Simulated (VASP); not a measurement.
# Au (Im-3m) in VASP: a series of runs, part 2 of 2

VASP 6.6.1. The steps go on from the part before.

## 3. Atomic charges, PBEsol+D3(BJ), non-collinear spin, zero start, spin-orbit coupling

INCAR reads:

```
SYSTEM = Au
ALGO = Fast
BMIX = 3.0
EDIFF = 1E-6
ENCUT = 520
GGA = PS
GGA_COMPAT = .FALSE.
ISIF = 2
ISMEAR = 1
IVDW = 12
LASPH = .TRUE.
LCHARG = .TRUE.
LMAXMIX = 4
LNONCOLLINEAR = .TRUE.
LORBIT = 11
LREAL = .FALSE.
LSORBIT = .TRUE.
LVHAR = .TRUE.
LWAVE = .FALSE.
MAGMOM = 0 0 0
NELM = 100
PREC = Accurate
SIGMA = 0.1
```

KPOINTS reads:

```
k-points
0
G
  10 10 10
  0 0 0
```

POSCAR reads:

```
Au
1.0
   -1.6572690000      1.6572690000      1.6572690000
    1.6572690000     -1.6572690000      1.6572690000
    1.6572690000      1.6572690000     -1.6572690000
Au
1
Direct
    0.0000000000      0.0000000000      0.0000000000
```

Potentials or basis: VASP PAW PBE potentials, release 64 (Au).

Command:

```console
cat potpaw_PBE.64/Au/POTCAR > POTCAR
mpirun -np 1 vasp_ncl > vasp.out
```

OUTCAR:

```text
SYSTEM = Au
   EDIFF = 1E-6
   ENCUT = 520
   GGA = PS
   ISIF = 2
   ISMEAR = 1
   IVDW = 12
   LASPH = .TRUE.
   LNONCOLLINEAR = .TRUE.
   LORBIT = 11
   LREAL = .FALSE.
   LSORBIT = .TRUE.
   NELM = 100
   PREC = Accurate
 IVDW          = 12

 ion  position               nearest neighbor table
   1  0.000  0.000  0.000-

  LATTYP: Found a body centered cubic cell.
 ALAT       =     3.3145380000

  Lattice vectors:

 A1 = (  -1.6572690000,   1.6572690000,   1.6572690000)
 A2 = (   1.6572690000,  -1.6572690000,   1.6572690000)
 A3 = (   1.6572690000,   1.6572690000,  -1.6572690000)

Analysis of symmetry for initial positions (statically):
=====================================================================
 Subroutine PRICEL returns:
 Original cell was already a primitive cell.

 Routine SETGRP: Setting up the symmetry group for a
 body centered cubic supercell.

 Subroutine GETGRP returns: Found 48 space group operations
 (whereof 48 operations were pure point group operations)
 out of a pool of 48 trial point group operations.

The static configuration has the point symmetry O_h .

Analysis of symmetry for dynamics (positions and initial velocities):
=====================================================================
 Subroutine PRICEL returns:
 Original cell was already a primitive cell.

 Routine SETGRP: Setting up the symmetry group for a
 body centered cubic supercell.

 Subroutine GETGRP returns: Found 48 space group operations
 (whereof 48 operations were pure point group operations)
 out of a pool of 48 trial point group operations.

The dynamic configuration has the point symmetry O_h .

Analysis of structural, dynamic, and magnetic symmetry:
=====================================================================
 Subroutine PRICEL returns:
 Original cell was already a primitive cell.

 Routine SETGRP: Setting up the symmetry group for a
 body centered cubic supercell.

 Subroutine GETGRP returns: Found 48 space group operations
 (whereof 48 operations were pure point group operations)
 out of a pool of 48 trial point group operations.

The overall configuration has the point symmetry O_h .

 Subroutine INISYM returns: Found 48 space group operations
 (whereof 48 operations are pure point group operations),
 and found     1 'primitive' translations

----------------------------------------------------------------------------------------

                                     Primitive cell

  volume of cell :      18.2070

  direct lattice vectors                    reciprocal lattice vectors
    -1.657269000  1.657269000  1.657269000     0.000000000  0.301701172  0.301701172
     1.657269000 -1.657269000  1.657269000     0.301701172  0.000000000  0.301701172
     1.657269000  1.657269000 -1.657269000     0.301701172  0.301701172  0.000000000

  length of vectors
     2.870474110  2.870474110  2.870474110     0.426669890  0.426669890  0.426669890

  position of ions in fractional coordinates (direct lattice)
     0.000000000  0.000000000  0.000000000

  ion indices of the primitive-cell ions
   primitive index   ion index
                 1           1

[... 87 lines left out ...]
   EFERMI_NEDOS =   21; number of points for ismear=-14 and -15
   IALGO  =     68    algorithm
   IMIX   =      4    mixing-type and parameters
     AMIX     =   0.40;   BMIX     =  3.00
     AMIX_MAG =   1.60;   BMIX_MAG =  3.00
  volume/ion in A,a.u.               =      18.21       122.87
  Fermi-wavevector in a.u.,A,eV,Ry     =   1.383968  2.615320 26.060157  1.915367
  Thomas-Fermi vector in A             =   2.508516
   LORBIT       =     11    0 simple, 1 ext, 2 COOP (PROOUT), +10 PAW based schemes
   GGA     = PS    functional components
   LHFCALC =     F    Hartree Fock is set to
   AEXX    =    0.0000 exact exchange contribution
   IVDW    =    12    specifies the selected vdW correction
   LEPSILON=     F    determine dielectric tensor
   LRPA    =     F    only Hartree local field effects (RPA)
 RMM-DIIS sequential band-by-band and
 Methfessel and Paxton  Order N= 1 SIGMA  =   0.10
  energy-cutoff  :      520.00
  volume of cell :       18.21
 maximum number of plane-waves:      1004
 NGX is ok and might be reduce to    24
   NGX = 11   NGY = 11   NGZ = 11

 number of electron      10.9999998 magnetization      -0.0000000      0.0000000      0.0000000

 number of electron      10.9999998 magnetization       0.0000000     -0.0000000     -0.0000000

 number of electron      10.9999998 magnetization       0.0000000      0.0000000      0.0000000

 number of electron      10.9999998 magnetization      -0.0000000     -0.0000000     -0.0000000

 Free energy of the ion-electron system (eV)
  ---------------------------------------------------
  ext. energy  EPLUGINS =         0.00000000
  ---------------------------------------------------
  free energy    TOTEN  =        -4.13471827 eV

  energy without entropy =       -4.13411071  energy(sigma->0) =       -4.13451575

 E-fermi :   8.3544     XC(G=0): -12.5097

 val. band max:        8.3279464117   @ k =   0.4000   0.1000  -0.0000
 cond. band min:       8.4237254563   @ k =   0.3000   0.1000   0.1000
 fundamental gap:      0.0957790446
 Fermi energy:         8.3543713238

 k-point     1 :       0.0000    0.0000    0.0000
  band No.  band energies     occupation
      1      -1.0179      1.00000
      2      -1.0179      1.00000
      3       3.0798      1.00000
      4       3.0798      1.00000
      5       3.0798      1.00000
      6       3.0798      1.00000
[... 481 lines left out ...]
      5       3.6763      1.00000
      6       3.6763      1.00000
[... 10 lines left out ...]
     17      23.4781      0.00000
     18      23.4781      0.00000

 [... further k-points ...]

------------------------ aborting loop because EDIFF is reached ----------------------------------------

 Edisp (eV)   -0.59055

 E8    (eV) :    -0.3991

  FORCE on cell =-STRESS in cart. coord.  units (eV):
  Direction    XX          YY          ZZ          XY          YZ          ZX
  --------------------------------------------------------------------------------------
  -------------------------------------------------------------------------------------
  Total      -1.86528    -1.86528    -1.86528    -0.00000    -0.00000     0.00000
  in kB    -164.14056  -164.14056  -164.14056    -0.00000    -0.00000     0.00000
  external pressure =     -164.14 kB  Pullay stress =        0.00 kB

 VOLUME and BASIS-vectors are now :
 -----------------------------------------------------------------------------
  energy-cutoff  :      520.00
  volume of cell :       18.21
      direct lattice vectors                 reciprocal lattice vectors
    -1.657269000  1.657269000  1.657269000     0.000000000  0.301701172  0.301701172
     1.657269000 -1.657269000  1.657269000     0.301701172  0.000000000  0.301701172
     1.657269000  1.657269000 -1.657269000     0.301701172  0.301701172  0.000000000

 POSITION                                       TOTAL-FORCE (eV/Angst)
 -----------------------------------------------------------------------------------
      0.00000      0.00000      0.00000         0.000000     -0.000000      0.000000
 -----------------------------------------------------------------------------------
    total drift:                                0.000000      0.000000     -0.000000

  FREE ENERGIE OF THE ION-ELECTRON SYSTEM (eV)
  ---------------------------------------------------
  free  energy   TOTEN  =        -4.7252721929 eV

  energy  without entropy=       -4.7246646236  energy(sigma->0) =       -4.72506967

 Spin-Orbit-Coupling matrix elements

 Ion:    1  E_soc:     -0.5783943
 l=   1
     0.0000000    -0.0242560    -0.0242560
    -0.0242560     0.0000000    -0.0242560
    -0.0242560    -0.0242560     0.0000000
 l=   2
     0.0000000    -0.0148692     0.0000000    -0.0148692    -0.0572738
    -0.0148692     0.0000000    -0.0429554    -0.0148692    -0.0143185
     0.0000000    -0.0429554     0.0000000    -0.0429554     0.0000000
    -0.0148692    -0.0148692    -0.0429554     0.0000000    -0.0143185
    -0.0572738    -0.0143185     0.0000000    -0.0143185     0.0000000
 l=   3
     0.0000000     0.0000000     0.0000000     0.0000000     0.0000000     0.0000000     0.0000000
     0.0000000     0.0000000     0.0000000     0.0000000     0.0000000     0.0000000     0.0000000
     0.0000000     0.0000000     0.0000000     0.0000000     0.0000000     0.0000000     0.0000000
     0.0000000     0.0000000     0.0000000     0.0000000     0.0000000     0.0000000     0.0000000
     0.0000000     0.0000000     0.0000000     0.0000000     0.0000000     0.0000000     0.0000000
     0.0000000     0.0000000     0.0000000     0.0000000     0.0000000     0.0000000     0.0000000
     0.0000000     0.0000000     0.0000000     0.0000000     0.0000000     0.0000000     0.0000000

 total charge

# of ion       s       p       d       tot
------------------------------------------
    1        0.529   0.328   8.705   9.561

 magnetization (x)

# of ion       s       p       d       tot
------------------------------------------
    1        0.000   0.000   0.000   0.000

 magnetization (y)

# of ion       s       p       d       tot
------------------------------------------
    1        0.000   0.000  -0.000   0.000

 magnetization (z)

# of ion       s       p       d       tot
------------------------------------------
    1       -0.000   0.000  -0.000  -0.000
```

stdout:

```text
POSCAR found type information on POSCAR Au
 POSCAR found :  1 types and       1 ions
 scaLAPACK will be used
 -----------------------------------------------------------------------------
|                                                                             |
|                                                                             |
|     You enforced a specific xc type in the INCAR file but a different       |
|     I HOPE YOU KNOW WHAT YOU ARE DOING!                                     |
|                                                                             |
 -----------------------------------------------------------------------------

 LDA part: xc-table for (Slater+PW92), standard interpolation
 POSCAR, INCAR and KPOINTS ok, starting setup
 FFT: planning ... GRIDC
 FFT: planning ... GRID_SOFT
 FFT: planning ... GRID
 WAVECAR not read
 entering main loop
```

Run time: 38 s. Hardware: 1 thread of Intel Xeon Platinum 8259CL at 2.50GHz (Skylake/Cascade Lake), shared host; peak memory 0.21 GiB.

What came out:

```
Free energy                                           : -4.7253 eV
Pressure                                              : -16.4 GPa
Net moment                                            : 0.00 μB per cell
Valence electrons inside the program's atomic spheres : Au 9.56
Dispersion energy per atom                            : -0.591 eV
```

Moments on the atoms (μB; x, y, z):
```
Au  0.00 0.00 0.00
```

Caveat: so large a pressure means that the cell lies far from this level's equilibrium, or that cutoff or potentials fall short; the potentials were made for another functional, which shifts forces and pressure.

## 4. The reference run

An earlier run on the cell as given: functional PBE; potentials or basis VASP PAW PBE potentials, release 64 (Au); cutoff 520 eV; k mesh 11 × 11 × 11; occupations fermi-dirac, width 0.05 eV; no spin polarisation.

- Pressure: -1.1 GPa
- Band gap on the k mesh: none (metal or under the smearing width)

## 5. Summary

```csv
task,level,spin,k mesh,cutoff (eV),smearing,other keys,gap on the mesh (eV),pressure (GPa)
single point,PBE,off,11 × 11 × 11,500,gaussian 0.02 eV,-,none,-1.1
atomic charges,PBEsol+D3(BJ),"non-collinear, zero start, SOC",10 × 10 × 10,520,methfessel-paxton 0.1 eV,k = 10 × 10 × 10; BMIX = 3,-,-16.4
single point,PBE,off,11 × 11 × 11,520,fermi-dirac 0.05 eV,-,none,-1.1
```

Alike in all rows: potentials or basis VASP PAW PBE potentials, release 64 (Au); cell as given.

Caveats: so large a pressure means that the cell lies far from this level's equilibrium, or that cutoff or potentials fall short (some runs); the potentials were made for another functional, which shifts forces and pressure (some runs).

Total energies depend on the potentials used, so only differences within one code and one set of settings carry meaning.
